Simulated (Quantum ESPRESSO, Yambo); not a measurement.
# BeTe (F-43m): Bethe-Salpeter spectra with Yambo, part 2 of 2

How far does the k mesh set the exciton binding of BeTe (F-43m)?

Quantum ESPRESSO 7.5 and Yambo 5.3.0; PBE and many-body steps on it, plane waves. Known limits of the many-body steps: not at the basis limit; no spin-orbit coupling; coarse k mesh; bindings not settled in the k mesh.

So far. Step 20 (Triplet (no exchange term)): The lowest triplet lies at 4.509 eV; without spin-orbit coupling triplets are dark, so no spectrum is read. Step 21 (Empty states on the mesh, 12×12×12 mesh, 24 bands): On this mesh the gap is 2.027 eV.

## 23. k mesh (12×12×12)

This step: Bethe-Salpeter equation on PBE with a scissors shift, plane waves, norm-conserving pseudopotentials.

bse15.in

```
optics
bss
bse
em1s
dipoles
rim_cut
RandQpts= 1000000
RandGvec= 1 RL
Chimod= "HARTREE"
BSKmod= "SEX"
BSEmod= "resonant"
BSSmod= "d"
BSENGexx= 20 Ry
BSENGBlk= 4 Ry
% BSEQptR
 1 | 1 |
%
% BSEBands
 13 | 16 |
%
% BEnRange
 0 | 7 | eV
%
% BDmRange
 0.1 | 0.1 | eV
%
BEnSteps= 141
% BLongDir
 1 | 0 | 0 |
%
% BndsRnXs
 11 | 24 |
%
NGsBlkXs= 4 Ry
% LongDrXs
 1 | 1 | 1 |
%
% KfnQP_E
 1.038 | 1.0 | 1.0 |
%
WRbsWF
FFTGvecs= 40 Ry
```

Run with:

```
> OMP_NUM_THREADS=1 mpirun -n 4 yambo -F bse15.in -J bse15 -C bse15 > bse15.log
```

Run time: 17 min. Hardware: 4 MPI ranks of Arm Neoverse V1, shared host; peak memory 8.6 GiB.

This step gave:

```
transitions in the window                                      : 6912
direct gap of the transition levels                            : 4.683 eV
lowest state                                                   : 4.543 eV
first strong exciton (over a fiftieth of the strongest listed) : 4.543 eV
binding of the lowest state below the direct gap               : 0.1397 eV
Coulomb term of one mesh cell                                  : 0.1404 eV
```

The binding is 0.99 times the screened Coulomb term of one mesh cell (0.14 eV), so it is not shown settled.

The lowest state lies at 4.543 eV, 0.140 eV under the direct gap.

The window of bands is narrower than in the first exciton run, so this row is not like for like with it.

The program warns that the window of bands cuts a degenerate level, which breaks the symmetry of states and spectrum.

## 24. Triplet (no exchange term)

bse16.in, as its differences from bse15.in of step 23:

```diff
@@ -12,3 +12,3 @@
 BSSmod= "d"
-BSENGexx= 20 Ry
+BSENGexx= 1 RL
 BSENGBlk= 4 Ry
```

Run with:

```
> OMP_NUM_THREADS=1 mpirun -n 4 yambo -F bse16.in -J bse16,bse15_W -C bse16 > bse16.log
```

Elapsed: 16 min, on 4 MPI ranks; peak memory 6.6 GiB.

The lowest triplet lies at 4.533 eV; without spin-orbit coupling triplets are dark, so no spectrum is read.

The program warns that the window of bands cuts a degenerate level, which breaks the symmetry of states and spectrum.

## 25. Spectrum in a wider window

bse17.in

```
optics
bss
bse
em1s
dipoles
rim_cut
RandQpts= 1000000
RandGvec= 1 RL
Chimod= "HARTREE"
BSKmod= "SEX"
BSEmod= "resonant"
BSSmod= "h"
BSENGexx= 20 Ry
BSENGBlk= 4 Ry
% BSEQptR
 1 | 1 |
%
% BSEBands
 12 | 18 |
%
% BEnRange
 0 | 10 | eV
%
% BDmRange
 0.1 | 0.1 | eV
%
BEnSteps= 101
% BLongDir
 1 | 0 | 0 |
%
% BndsRnXs
 11 | 24 |
%
NGsBlkXs= 4 Ry
% LongDrXs
 1 | 1 | 1 |
%
% KfnQP_E
 1.038 | 1.0 | 1.0 |
%
BSHayTrs= -0.02
FFTGvecs= 40 Ry
```

Run with:

```
> OMP_NUM_THREADS=1 mpirun -n 4 yambo -F bse17.in -J bse17,bse15_W -C bse17 > bse17.log
```

Run time: 11 min. Hardware: 4 MPI ranks; peak memory 5.3 GiB.

Numbers from this step:

```yaml
transitions_in_the_window: 20736
direct_gap_of_the_transition_levels: 4.683 eV
```

## 26. The runs together

Times are wall times on 4 MPI ranks of Arm Neoverse V1, shared host, good to a factor of about two.

```tsv
run	mesh	transitions	broadening (eV)	direct gap (eV)	lowest state (eV)	binding (eV)	mesh cell's term (eV)	tallest peak (eV)	height	time
excitons	4×4×4	768	0.1	4.683	4.357	0.326	0.320	4.35	76.3	5.6 s
triplet (no exchange term)	4×4×4	768	0.1	4.683	4.242	0.441	0.320	-	-	3.4 s
k mesh (6×6×6)	6×6×6	2592	0.1	4.683	4.425	0.258	0.262	5.25	38.3	68 s
triplet (no exchange term)	6×6×6	2592	0.1	4.683	4.372	0.311	0.262	-	-	63 s
k mesh (8×8×8)	8×8×8	3072	0.1	4.683	4.483	0.200	0.207	5.30	30.7	1.9 min
triplet (no exchange term)	8×8×8	3072	0.1	4.683	4.471	0.212	0.207	-	-	1.7 min
k mesh (10×10×10)	10×10×10	4000	0.1	4.683	4.520	0.163	0.168	5.35	27.3	3.9 min
triplet (no exchange term)	10×10×10	4000	0.1	4.683	4.509	0.173	0.168	-	-	3.5 min
k mesh (12×12×12)	12×12×12	6912	0.1	4.683	4.543	0.140	0.140	5.30	29.8	17 min
triplet (no exchange term)	12×12×12	6912	0.1	4.683	4.533	0.150	0.140	-	-	16 min
spectrum in a wider window	12×12×12	20736	0.1	4.683	-	-	-	5.30	31.8	11 min
```

## 27. What came out

| Property | Result |
| --- | --- |
| excitons | lowest state 4.357 eV (not settled in the k mesh) |
| triplet (no exchange term) | lowest state 4.242 eV (not settled in the k mesh) |
| k mesh (6×6×6) | lowest state 4.425 eV (not settled in the k mesh) |
| triplet (no exchange term) | lowest state 4.372 eV (not settled in the k mesh) |
| k mesh (8×8×8) | lowest state 4.483 eV (not settled in the k mesh) |
| triplet (no exchange term) | lowest state 4.471 eV (not settled in the k mesh) |
| k mesh (10×10×10) | lowest state 4.520 eV (not settled in the k mesh) |
| triplet (no exchange term) | lowest state 4.509 eV (not settled in the k mesh) |
| k mesh (12×12×12) | lowest state 4.543 eV (not settled in the k mesh) |
| triplet (no exchange term) | lowest state 4.533 eV (not settled in the k mesh) |

In words: On the 4×4×4 mesh the lowest exciton lies at 4.357 eV, 0.326 eV below the direct gap; one cell of the mesh carries a screened Coulomb term of 0.32 eV, so this binding is not shown settled. Between the two densest meshes the binding falls by 0.84 of the fall in the mesh cell's term (the screened Coulomb energy of a charge repeated on the supercell that the mesh stands for). The binding is still 1.0 times that term, so the mesh does not resolve the exciton and no limit can be drawn. Triplet (no exchange term), against «excitons (4×4×4)»: the lowest state moves by −0.115 eV (keys changed: BSENGexx). Triplets are dark. k mesh (6×6×6), against «excitons (4×4×4)»: the lowest state moves by +0.068 eV. Triplet (no exchange term), against «k mesh (6×6×6)»: the lowest state moves by −0.053 eV (keys changed: BSENGexx). Triplets are dark. k mesh (8×8×8), against «k mesh (6×6×6)»: the lowest state moves by +0.058 eV (keys changed: BSEBands, the mesh and the band window). Triplet (no exchange term), against «k mesh (8×8×8)»: the lowest state moves by −0.012 eV (keys changed: BSENGexx). Triplets are dark. k mesh (10×10×10), against «k mesh (8×8×8)»: the lowest state moves by +0.037 eV (keys changed: BSEBands, the mesh and the band window). Triplet (no exchange term), against «k mesh (10×10×10)»: the lowest state moves by −0.010 eV (keys changed: BSENGexx). Triplets are dark. k mesh (12×12×12), against «k mesh (10×10×10)»: the lowest state moves by +0.023 eV. Triplet (no exchange term), against «k mesh (12×12×12)»: the lowest state moves by −0.011 eV (keys changed: BSENGexx). Triplets are dark. Lines within a few meV of each other can be one level split by numerical noise, or distinct levels. Screening is static and electronic alone, and only transitions inside the band window count. The 4×4×4 mesh is coarse for this cell, which bears on the long-range parts of exchange and screening. The many-body steps are scalar-relativistic: spin-orbit coupling is not in them.

[Paths, hosts, dates, memory and timing lines, banners, echoed tables and standing remarks are left out of the program output.]

[Logs are printed without paths, hosts, clocks, repeated set-up lines and the standing remarks that a program may print on its own settings, such as how far it seeks lower states.]

[Runs of the session that timed out or met a known fault of the program may be left out.]

[Hosts, paths, dates, database ids (printed as entryN), source tags and the programs' standing remarks are cut or masked in the printed files.]
